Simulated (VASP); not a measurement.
# SnSe (Fm-3m) in VASP: further runs

The runs below take SnSe through single point, with HSE06.

Everything below comes from runs of VASP 6.6.1. Logs are shortened: lines on timing, memory, paths and dates and some standing lists are left out, and cuts for length are marked.

**1. Starting point**

The structure is cubic, space group Fm-3m (No. 225). The conventional cell has a = 6.020 Å, b = 6.020 Å, c = 6.020 Å, α = 90.00°, β = 90.00°, γ = 90.00°. Sn (site symmetry m-3m) has 6 Se at 3.01 Å as nearest neighbours. Se (site symmetry m-3m) has 6 Sn at 3.01 Å as nearest neighbours.

Measurements of this composition are mostly on another form, of space group No. 62.

**2. Single point, HSE06**

Contents of POSCAR:

```
SnSe
1.0
    0.0000000000      3.0100000000      3.0100000000
    3.0100000000      0.0000000000      3.0100000000
    3.0100000000      3.0100000000      0.0000000000
Sn Se
1 1
Direct
    0.0000000000      0.0000000000      0.0000000000
    0.5000000000      0.5000000000      0.5000000000
```

Contents of INCAR.step1:

```
SYSTEM = SnSe
PREC = Accurate
ENCUT = 500
EDIFF = 1E-5
ISMEAR = 0
SIGMA = 0.01
LREAL = .FALSE.
LASPH = .TRUE.
NELM = 100
ALGO = Normal
ISIF = 2
LWAVE = .TRUE.
LCHARG = .FALSE.
NKRED = 1
NBANDS = 18
GGA = PE
```

Contents of INCAR.step2:

```
SYSTEM = SnSe
PREC = Accurate
ENCUT = 500
EDIFF = 1E-6
ISMEAR = 0
SIGMA = 0.01
LREAL = .FALSE.
LASPH = .TRUE.
NELM = 100
ALGO = Normal
ISIF = 2
LWAVE = .FALSE.
LCHARG = .FALSE.
GGA = PE
LHFCALC = .TRUE.
HFSCREEN = 0.2
PRECFOCK = Fast
NKRED = 1
NBANDS = 18
ISTART = 1
```

Contents of KPOINTS:

```
regular mesh
0
G
  3 3 3
  0 0 0
```

Potentials or basis: VASP PAW PBE potentials, release 64 (Sn_d, Se).

Started as:

```
$ cat potpaw_PBE.64/Sn_d/POTCAR potpaw_PBE.64/Se/POTCAR > POTCAR
$ cp INCAR.step1 INCAR
$ mpirun -np 1 vasp_std > vasp.out
$ cp INCAR.step2 INCAR
$ mpirun -np 1 vasp_std > vasp.out
```

OUTCAR:

```text
SYSTEM = SnSe
   PREC = Accurate
   ENCUT = 500
   EDIFF = 1E-6
   ISMEAR = 0
   LREAL = .FALSE.
   LASPH = .TRUE.
   NELM = 100
   ISIF = 2
   GGA = PE
   LHFCALC = .TRUE.
   HFSCREEN = 0.2
   PRECFOCK = Fast
   NKRED = 1
   ISTART = 1

 Found      4 irreducible k-points:

 Following reciprocal coordinates:
            Coordinates               Weight
  0.000000  0.000000  0.000000      1.000000
  0.333333  0.000000  0.000000      8.000000
  0.333333  0.333333  0.000000      6.000000
 -0.333333  0.333333  0.000000     12.000000
   k-points           NKPTS =      4   k-points in BZ     NKDIM =     27   number of bands    NBANDS=     18
   number of dos      NEDOS =    301   number of ions     NIONS =      2
   total plane-waves  NPLWV =  32768
   dimension x,y,z NGX =    32 NGY =   32 NGZ =   32
   dimension x,y,z NGXF=    64 NGYF=   64 NGZF=   64
   ions per type =               1   1
   NGX,Y,Z   is equivalent  to a cutoff of  12.50, 12.50, 12.50 a.u.
   NGXF,Y,Z  is equivalent  to a cutoff of  24.99, 24.99, 24.99 a.u.
 SYSTEM =  SnSe
   PREC   = accura    normal or accurate (medium, high low for compatibility)
   ISTART =      1    job   : 0-new  1-cont  2-samecut
   ICHARG =      0    charge: 1-file 2-atom 10-const
   ISPIN  =      1    spin polarized calculation?
   LNONCOLLINEAR =      F non collinear calculations
   LSORBIT =      F    spin-orbit coupling
   LASPH  =      T    aspherical Exc in radial PAW
   ENCUT  =  500.0 eV  36.75 Ry    6.06 a.u.   7.76  7.76  7.76*2*pi/ulx,y,z
   NELM   =    100;   NELMIN=  2; NELMDL=  0     # of ELM steps
   EDIFF  = 0.1E-05   stopping-criterion for ELM
   LREAL  =      F    real-space projection
   EDIFFG = 0.1E-04   stopping-criterion for IOM
   NSW    =      0    number of steps for IOM
   IBRION =     -1    ionic relax: 0-MD 1-quasi-New 2-CG
   NFREE  =      0    steps in history (QN), initial steepest desc. (CG)
   ISIF   =      2    stress and relaxation
   ISYM   =      3    0-nonsym 1-usesym 2-fastsym
   POTIM  = 0.5000    time-step for ionic-motion
   TEBEG  =    0.0;   TEEND  =   0.0 temperature during run
   PSTRESS=    0.0 pullay stress
   NELECT =      20.0000    total number of electrons
   NUPDOWN=      -1.0000    fix difference up-down
   EMIN   =  10.00;   EMAX   =-10.00  energy-range for DOS
   EFERMI =   0.00;   METHOD = LEGACY
   ISMEAR =     0;   SIGMA  =   0.01  broadening in eV -4-tet -1-fermi 0-gaus
   EFERMI_NEDOS =   21; number of points for ismear=-14 and -15
   IALGO  =     38    algorithm
   IMIX   =      1    mixing-type and parameters
     AMIX     =   0.40;   BMIX     =  1.00
     AMIX_MAG =   1.60;   BMIX_MAG =  1.00
  volume/ion in A,a.u.               =      27.27       184.03
  Fermi-wavevector in a.u.,A,eV,Ry     =   1.171768  2.214321 18.681350  1.373040
  Thomas-Fermi vector in A             =   2.308207
   LORBIT       =      0    0 simple, 1 ext, 2 COOP (PROOUT), +10 PAW based schemes
   GGA     = PE    functional components
   LHFCALC =     T    Hartree Fock is set to
   PRECFOCK=fast      Normal, Fast or Accurate (Low or Medium for compatibility)
   ENCUT4O =  -1.0   cutoff for four orbital integrals eV
   NKREDX  =     1    reduce k-point grid by
   NKREDY  =     1    reduce k-point grid by
   NKREDZ  =     1    reduce k-point grid by
   AEXX    =    0.2500 exact exchange contribution
   HFSCREEN=    0.2000 screening length (either q_TF or 0.3 A-1)
   HFSCREENC=   0.2000 screening length for correlation (either q_TF or 0.3 A-1)
   ENCUTFOCK=  -1.0 apply spherical cutoff to Coloumb kernel
   IVDW    =     0    specifies the selected vdW correction
   LEPSILON=     F    determine dielectric tensor
   LRPA    =     F    only Hartree local field effects (RPA)
 non-spin polarized calculation
 Gauss-broadening in eV      SIGMA  =   0.01
  energy-cutoff  :      500.00
  volume of cell :       54.54
 maximum number of plane-waves:      1411
  NGX = 18; NGY = 18; NGZ = 18

 number of electron      20.0000005 magnetization

 Free energy of the ion-electron system (eV)
  ---------------------------------------------------
  ext. energy  EPLUGINS =         0.00000000
  ---------------------------------------------------
  free energy    TOTEN  =       -10.02125325 eV

  energy without entropy =      -10.02125325  energy(sigma->0) =      -10.02125325

 E-fermi :   4.9418     XC(G=0):  -8.0077

 val. band max:        4.7980531539   @ k =   0.3333   0.0000   0.0000
 cond. band min:       7.1584284161   @ k =   0.3333   0.0000   0.0000
 fundamental gap:      2.3603752622
 Fermi energy:         4.9418170427

 k-point     1 :       0.0000    0.0000    0.0000
  band No.  band energies     occupation
      1     -18.5862      2.00000
      2     -18.5862      2.00000
      3     -18.5802      2.00000
      4     -18.5802      2.00000
      5     -18.5802      2.00000
      6     -10.1026      2.00000
[... 10 lines left out ...]
     17      14.1963      0.00000
     18      14.1963      0.00000

 k-point     2 :       0.3333    0.0000    0.0000
  band No.  band energies     occupation
      1     -18.5927      2.00000
      2     -18.5927      2.00000
      3     -18.5786      2.00000
      4     -18.5712      2.00000
      5     -18.5712      2.00000
      6      -9.3855      2.00000
[... 10 lines left out ...]
     17      18.1144      0.00000
     18      19.2698      0.00000

 k-point     3 :       0.3333    0.3333    0.0000
  band No.  band energies     occupation
      1     -18.6083      2.00000
      2     -18.5852      2.00000
      3     -18.5804      2.00000
      4     -18.5669      2.00000
      5     -18.5669      2.00000
      6      -9.1537      2.00000
[... 10 lines left out ...]
     17      17.1636      0.00000
     18      17.1636      0.00000

 k-point     4 :      -0.3333    0.3333    0.0000
  band No.  band energies     occupation
      1     -18.6050      2.00000
      2     -18.5877      2.00000
      3     -18.5767      2.00000
      4     -18.5699      2.00000
      5     -18.5664      2.00000
      6      -8.8135      2.00000
[... 10 lines left out ...]
     17      17.7858      0.00000
     18      20.1733      0.00000

------------------------ aborting loop because EDIFF is reached ----------------------------------------

  FORCE on cell =-STRESS in cart. coord.  units (eV):
  Direction    XX          YY          ZZ          XY          YZ          ZX
  --------------------------------------------------------------------------------------
  -------------------------------------------------------------------------------------
  Total       -0.7204862     -0.7204862     -0.7204862     -0.0000000     -0.0000000      0.0000000
  in kB      -21.1644398    -21.1644398    -21.1644398     -0.0000000     -0.0000000      0.0000000
  external PRESSURE =     -21.1644398 kB  Pullay stress =       0.0000000 kB

 VOLUME and BASIS-vectors are now :
 -----------------------------------------------------------------------------
  energy-cutoff  :      500.00
  volume of cell :       54.54
      direct lattice vectors                 reciprocal lattice vectors
     0.000000000  3.010000000  3.010000000    -0.166112957  0.166112957  0.166112957
     3.010000000  0.000000000  3.010000000     0.166112957 -0.166112957  0.166112957
     3.010000000  3.010000000  0.000000000     0.166112957  0.166112957 -0.166112957

 POSITION                                       TOTAL-FORCE (eV/Angst)
 -----------------------------------------------------------------------------------
      0.00000      0.00000      0.00000         0.000000     -0.000000      0.000000
      3.01000      3.01000      3.01000        -0.000000      0.000000     -0.000000
 -----------------------------------------------------------------------------------
    total drift:                               -0.000002     -0.000010      0.000001

  FREE ENERGIE OF THE ION-ELECTRON SYSTEM (eV)
  ---------------------------------------------------
  free  energy   TOTEN  =       -10.0212532469 eV

  energy  without entropy=      -10.0212532469  energy(sigma->0) =      -10.02125325
```

OUTCAR.step1:

```text
SYSTEM = SnSe
   PREC = Accurate
   ENCUT = 500
   EDIFF = 1E-5
   ISMEAR = 0
   LREAL = .FALSE.
   LASPH = .TRUE.
[... 192 lines left out ...]
      0.00000      0.00000      0.00000        -0.000000      0.000000     -0.000000
      3.01000      3.01000      3.01000         0.000000     -0.000000      0.000000
 -----------------------------------------------------------------------------------
    total drift:                                0.000000     -0.000000     -0.000000

  FREE ENERGIE OF THE ION-ELECTRON SYSTEM (eV)
  ---------------------------------------------------
  free  energy   TOTEN  =        -8.4358462466 eV

  energy  without entropy=       -8.4358462466  energy(sigma->0) =       -8.43584625
```

Run time: 84 s. Hardware: 1 thread of AMD EPYC 7R43 (Zen 3), shared host; peak memory 0.24 GiB.

The run converged, but some of its settings lie outside the range that counts as converged, so its numbers aren't taken as properties of the crystal.

Results:

* Free energy: -10.0213 eV
* Pressure: -2.1 GPa

Caveat: the k mesh is coarse (spacing up to 0.60 Å⁻¹), so the values aren't converged, least of all with exact exchange; this odd mesh misses L, where the gap lies, so gap, dielectric constants and Born charges aren't listed; the PAW data sets were made with another functional, which shifts forces and pressure a little.

**3. Single point, HSE06**

POSCAR is that of step 2.

Edit INCAR.step1 of step 2 so:

```diff
@@ -2,3 +2,3 @@
 PREC = Accurate
-ENCUT = 500
+ENCUT = 350
 EDIFF = 1E-5
@@ -13,3 +13,3 @@
 LCHARG = .FALSE.
-NKRED = 1
+NKRED = 2
 NBANDS = 18
```

Edit INCAR.step2 of step 2 so:

```diff
@@ -2,3 +2,3 @@
 PREC = Accurate
-ENCUT = 500
+ENCUT = 350
 EDIFF = 1E-6
@@ -17,3 +17,3 @@
 PRECFOCK = Fast
-NKRED = 1
+NKRED = 2
 NBANDS = 18
```

Contents of KPOINTS:

```
regular mesh
0
G
  4 4 4
  0 0 0
```

Potentials or basis: VASP PAW PBE potentials, release 64 (Sn_d, Se).

Started as:

```
$ cat potpaw_PBE.64/Sn_d/POTCAR potpaw_PBE.64/Se/POTCAR > POTCAR
$ cp INCAR.step1 INCAR
$ mpirun -np 1 vasp_std > vasp.out
$ cp INCAR.step2 INCAR
$ mpirun -np 1 vasp_std > vasp.out
```

Wall time 37 s (1 thread of AMD EPYC 7R43 (Zen 3), shared host); peak memory 0.22 GiB.

These settings aren't checked as converged: the numbers below hold their error.

Results:

* Free energy: -10.0616 eV
* Pressure: -3.2 GPa
* Band gap on the k mesh: 1.15 eV, direct

Caveat: the k mesh is coarse (spacing up to 0.45 Å⁻¹), so the values aren't converged, least of all with exact exchange; the PAW data sets were made with another functional, which shifts forces and pressure a little; spin-orbit coupling is left out, which moves the levels of the heavy elements.

**4. Single point, HSE06**

POSCAR is that of step 3.

Edit INCAR.step1 of step 3 so:

```diff
@@ -2,3 +2,3 @@
 PREC = Accurate
-ENCUT = 350
+ENCUT = 300
 EDIFF = 1E-5
@@ -13,3 +13,3 @@
 LCHARG = .FALSE.
-NKRED = 2
+NKRED = 1
 NBANDS = 18
```

Edit INCAR.step2 of step 3 so:

```diff
@@ -2,3 +2,3 @@
 PREC = Accurate
-ENCUT = 350
+ENCUT = 300
 EDIFF = 1E-6
@@ -17,3 +17,3 @@
 PRECFOCK = Fast
-NKRED = 2
+NKRED = 1
 NBANDS = 18
```

Contents of KPOINTS:

```
regular mesh
0
G
  5 5 5
  0 0 0
```

Started as:

```
$ cat potpaw_PBE.64/Sn_d/POTCAR potpaw_PBE.64/Se/POTCAR > POTCAR
$ cp INCAR.step1 INCAR
$ mpirun -np 1 vasp_std > vasp.out
$ cp INCAR.step2 INCAR
$ mpirun -np 1 vasp_std > vasp.out
```

It took 6 min on 1 thread of AMD EPYC 7R43 (Zen 3), shared host; peak memory 0.21 GiB.

These settings aren't checked as converged: the numbers below hold their error.

What came out:

```
Free energy : -9.8079 eV
Pressure    : -0.7 GPa
```

Caveat: this odd mesh misses L, where the gap lies, so gap, dielectric constants and Born charges aren't listed; the PAW data sets were made with another functional, which shifts forces and pressure a little.

**5. Single point, HSE06**

POSCAR is that of step 4.

Edit INCAR.step1 of step 4 so:

```diff
@@ -2,3 +2,3 @@
 PREC = Accurate
-ENCUT = 300
+ENCUT = 350
 EDIFF = 1E-5
```

Edit INCAR.step2 of step 4 so:

```diff
@@ -2,4 +2,4 @@
 PREC = Accurate
-ENCUT = 300
-EDIFF = 1E-6
+ENCUT = 350
+EDIFF = 1E-4
 ISMEAR = 0
```

KPOINTS is that of step 4.

Started as:

```
$ cat potpaw_PBE.64/Sn_d/POTCAR potpaw_PBE.64/Se/POTCAR > POTCAR
$ cp INCAR.step1 INCAR
$ mpirun -np 1 vasp_std > vasp.out
$ cp INCAR.step2 INCAR
$ mpirun -np 1 vasp_std > vasp.out
```

Run time: 7 min. Hardware: 1 thread of AMD EPYC 7R43 (Zen 3), shared host; peak memory 0.22 GiB.

The run converged, but some of its settings lie outside the range that counts as converged, so its numbers aren't taken as properties of the crystal.

Results:

```yaml
Free_energy: -9.8104 eV
Pressure: -0.7 GPa
```

Caveat: this odd mesh misses L, where the gap lies, so gap, dielectric constants and Born charges aren't listed; the PAW data sets were made with another functional, which shifts forces and pressure a little.

(Continued in part 2 of 2.)
